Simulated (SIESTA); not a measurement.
Pb:

```
Pb
1.0
    -1.97966    1.97966    1.97966
     1.97966   -1.97966    1.97966
     1.97966    1.97966   -1.97966
Pb
1
Direct
  0.00000 0.00000 0.00000
```

This isn't the form of Pb at room conditions, which is fcc.

```yaml
Program: SIESTA 5.4.2
Task: single point
Functional: PBE
Potentials_or_basis: PseudoDojo 0.4 standard (PBE files)
Basis: DZP (energy shift 0.003 Ry; two zetas on semicore shells)
Grid_cutoff: 500 Ry
Energy_shift: 0.003 Ry
k_mesh: 9 × 9 × 9
Occupations: fermi-dirac, width 0.05 eV
Spin: no spin polarisation
```

On this cell: pressure 1.1 GPa; band gap on the k mesh none (metal or under the smearing width).

The same run follows on a disturbed copy (cell strained at random at fixed volume):

```xyz
1
Lattice="-2.0669 2.0504 2.0812 1.9992 -1.9375 1.9007 1.9910 1.8616 -1.9683" Properties=species:S:1:pos:R:3 pbc="T T T"
Pb   -0.0107    0.0225   -0.0034
```

Question: What changes?

Answer: The energy (extrapolated to zero smearing) moves by +4.6 meV/atom; pressure 1.8 GPa; band gap on the k mesh none (metal or under the smearing width).

Stress tensor (GPa, compression positive):
```
 1.82  0.34  0.33
 0.34  1.62 -0.49
 0.33 -0.49  1.90
```

Caveats: the basis of atomic orbitals isn't converged, which shifts pressures, moduli and gaps.
